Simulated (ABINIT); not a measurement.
Planning a run of ABINIT 10.8.3 on PbSe (Clausthalite). The input:

```
acell 3*1.0 Angstrom
rprim 
  -0.000000000000 3.060650000000 3.060650000000
  3.060650000000 0.000000000000 3.060650000000
  3.060650000000 3.060650000000 -0.000000000000
ntypat 2
znucl 82 34
natom 2
typat 1 2
xred 
  0.000000000000 0.000000000000 0.000000000000
  0.500000000000 0.500000000000 0.500000000000
pp_dirpath "pseudos"
pseudos "Pb.upf, Se.upf"
ecut 48
ngkpt 6 6 6
nshiftk 1
shiftk 0 0 0
kptopt 1
chksymbreak 0
nband 28
occopt 1
tolvrs 1e-10
nstep 60
prtwf 0
optforces 0
optstress 0
indata_prefix "in"
outdata_prefix "out"
tmpdata_prefix "tmp"
```

```sh
OMP_NUM_THREADS=1 mpirun -n 4 abinit run.abi > log
```

Q: How long will it take on 4 MPI ranks of Intel Xeon 6975P-C (Granite Rapids), shared host, and how much memory?

It took 26 s; on shared hardware allow 13 s to 52 s. Peak host memory was 0.45 GiB.

[Paths, hosts, dates, memory and timing lines, banners, echoed tables and standing remarks are left out of the program output.]

[Logs are printed without paths, hosts, clocks, repeated set-up lines and the standing remarks that a program may print on its own settings, such as how far it seeks lower states.]

[Runs of the session that timed out or met a known fault of the program may be left out.]

[Hosts, paths, dates, database ids (printed as entryN), source tags and the programs' standing remarks are cut or masked in the printed files.]

[G0W0 gaps are taken among the corrected bands and points alone; a level outside them can change the order at an edge.]

[Where Ansatz stands beside ABINIT at settings called matched, ABINIT's density can come from a denser mesh and the files from another edition; pairs whose starting gaps differed by over 0.03 eV were left out, so agreement reads better than it is.]
